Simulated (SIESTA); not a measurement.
Runs of SIESTA 5.4.2 on Hg. The cell holds a slab with vacuum, 5 atoms: a = 3.606 Å, b = 3.606 Å, c = 26.284 Å, α = 90.00°, β = 90.00°, γ = 60.06°. The slab is cut from a database's or a generator's crystal, which needn't be the stable form of the element.

| potentials or basis | gap on the mesh (eV) | largest force (eV/Å) |
| --- | --- | --- |
| SPMS 1.0 (PBE files) or PseudoDojo by element, DZP (energy shift 0.003 Ry; two zetas on semicore shells) | (a) | 0.87 |
| Ansatz (PBE files), DZP (energy shift 0.003 Ry; two zetas on semicore shells) | 0.93 | 0.19 |
| PseudoDojo 0.4 stringent (PBE files), DZP (energy shift 0.003 Ry; two zetas on semicore shells) | (b) | 0.26 |
| SG15 1.2 (PBE files) or PseudoDojo by element, DZP (energy shift 0.003 Ry; two zetas on semicore shells) | 1.74 | 1.26 |
| PseudoDojo 0.4 standard (PBE files), DZP (energy shift 0.003 Ry; two zetas on semicore shells) | 0.92 | 0.19 |
| PseudoDojo 0.5 standard (PBE files), DZP (energy shift 0.003 Ry; two zetas on semicore shells) | 0.92 | 0.19 |

Alike in all rows: task single point; level PBE; no spin polarisation; cell as given; k mesh 9 × 9 × 1; smearing fermi-dirac 0.05 eV; grid cutoff 800 Ry; energy shift 0.003 Ry.

Estimate the missing entries.

(a) 1.57; (b) 1.01.

Caveats: spin-orbit coupling is left out, which moves the levels of the heavy elements; the basis of atomic orbitals isn't converged, which shifts pressures, moduli and gaps; the valence orbitals were made in a potential fitted to the semicore shell under them, which widens gaps by tenths of an eV or more (some runs).

A k mesh can miss the band edges, and the runs leave out spin-orbit coupling on Hg.
